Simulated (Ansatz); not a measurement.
**Magnetic and orbital states of Co**

We look at Co: the coordinates of a database entry, unrelaxed (space group I4/mmm, primitive cell doubled), with 2 atoms per cell. The cell is far larger than its atoms need, so the entry probably lacks atoms. Source: COD entry 4105684; the sample's temperature and pressure aren't taken into account, and it need not be the stable phase.

```xyz
2
Lattice="-1.9955 1.9955 8.8568 3.9910 -3.9910 17.7137 1.9955 1.9955 -8.8568" Properties=species:S:1:pos:R:3 pbc="T T T"
Co    0.0000    0.0000    0.0000
Co    1.9955   -1.9955    8.8568
```

Site labels below count the atoms in this order, from 1.

Level of theory: Ansatz, DFT, PBE, PAW, plane waves, scalar-relativistic.

```json
{
  "Plane-wave cutoff": "420 eV",
  "k-point mesh": "8×4×11 (Γ-centred)",
  "Occupations": "Fermi–Dirac smearing, 0.1 eV"
}
```

Site moments are integrals over atomic spheres and don't add up to the total.

The mesh has less symmetry than the lattice, which lowers the symmetry of the run.

Machine: 2 threads of Intel(R) Xeon(R) 6975P-C (shared host).

A plain SCF has the search for lower states switched off and ends at the first converged state. The default search lets the program follow hints of a lower state (another filling of open shells, a soft direction), where it sees any. With a search on, the program may also reshape the start on open shells. Ends within 0.2 meV/atom and 0.1 μB count as one state.

```tsv
start	iterations	wall time (s)	final moments of Co1 Co2 (μB)	total (μB)	gap (eV)	F − F(lowest) (meV/atom)
parallel moments, default search for lower states [Co1 3.00, Co2 3.00 μB]	37	810	2.55 2.55	5.21	none	0.0
spin on, no moments given (the program may seed its own), plain SCF	68	360	2.55 2.55	5.21	none	0.1
parallel moments, plain SCF [Co1 3.00, Co2 3.00 μB]	64	410	2.55 2.55	5.21	none	0.1
opposed moments +-, plain SCF [Co1 3.00, Co2 -3.00 μB]	69	68	2.55 -2.55	0.00	none	334
no spin polarisation	11	13	0.00 0.00	0.00	none	1207
```

5 runs converged, to 3 different states. The lowest is ferromagnetic, site moments Co1 2.55, Co2 2.55 μB, total 5.21 μB per cell, no gap on the k-mesh; it was reached by 3 starts. Switching spin polarisation off costs 1207 meV/atom. The best antiferromagnetic state lies 334 meV/atom above the best ferromagnetic one. A lower state, such as a non-collinear one or one in a larger cell, can't be excluded. This multiple of the primitive cell fits some opposed orders; other multiples fit others.
